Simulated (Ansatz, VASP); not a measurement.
**One calculation of Eu, two programs**

```xyz
1
Lattice="0.0000 2.7893 2.7893 2.7893 0.0000 2.7893 2.7893 2.7893 0.0000" Properties=species:S:1:pos:R:3 pbc="T T T"
Eu    0.0000    0.0000    0.0000
```

This isn't the form of Eu at room conditions, which is bcc.

Alike in both runs: task single point; functional PBE; k mesh 8 × 8 × 8; occupations fermi-dirac, width 0.05 eV; collinear spin.

|  | VASP | Ansatz |
| --- | --- | --- |
| version | VASP 6.6.1 | Ansatz 0.2.0 |
| potentials or method | VASP PAW PBE potentials, release 64 (Eu) | Ansatz PAW |
| plane-wave cutoff (eV) | 520 | 420 |
| valence electrons in the cell | 17 | 17 |

```csv
,VASP,Ansatz,Ansatz less VASP
gap on the k mesh at the Fermi level (eV),none,none,-
pressure (GPa),-0.8,-0.6,+0.24
net moment per atom (μB),7.52,7.53,+0.002
size of the moment on the site where the two differ most (μB),6.73,7.20,+0.464
```

Site moments also hang on the region over which each program counts them. A gap of «none» marks a metal or a gap that the smearing closes.

Caveats: spin-orbit coupling is left out, which moves the levels of the heavy elements. The state reached can hang on the start; a lower one may exist.
